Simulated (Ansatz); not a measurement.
# Gd (fcc type): the cost of one run

Computed with Ansatz 0.2.0 (DFT, PBE, PAW with Ansatz's default frozen-core files, scalar-relativistic, unless a step's input says otherwise).

### 1 Starting point

Symmetry: Fm-3m, No. 225, cubic system. Conventional cell: a = 5.087 Å, b = 5.087 Å, c = 5.087 Å, α = 90.00°, β = 90.00°, γ = 90.00°. Around Gd (site symmetry m-3m) lie 12 Gd at 3.60 Å.

As a file:

```xyz
1
Lattice="0.0000 2.5437 2.5437 2.5437 0.0000 2.5437 2.5437 2.5437 0.0000" Properties=species:S:1:pos:R:3 pbc="T T T"
Gd    0.0000    0.0000    0.0000
```

### 2 Cell relaxed at zero pressure, PAW

Contents of input.yaml:

```yaml
crystal:
  lattice:
    - [0.0, 2.5436597583, 2.5436597583]
    - [2.5436597583, 0.0, 2.5436597583]
    - [2.5436597583, 2.5436597583, 0.0]
  atoms:
    - { symbol: Gd, position: [0.0, 0.0, 0.0], spin: 7.0 }
magnetization:
  spin_polarized: true
kpoints:
  mp_grid: { grid: [14, 14, 14] }
scf:
  occupations: { method: fermi_dirac, width: 0.05 }
hamiltonian:
  xc: pbe
  pseudopotentials: { kind: paw }
output:
  forces: true
  stress: true
relax:
  f_tol: 0.005
  max_steps: 40
  cell: {}
```

Command:

```bash
ansatz run input.yaml --threads 2 --pin off --max-ram 7168MiB --backend cpu --events-out ev --progress --plain --runs-dir out
```

What time and memory should one allow on 2 threads of Arm Neoverse V1, shared host?

About 8.7 s, with a peak of 0.38 GiB.
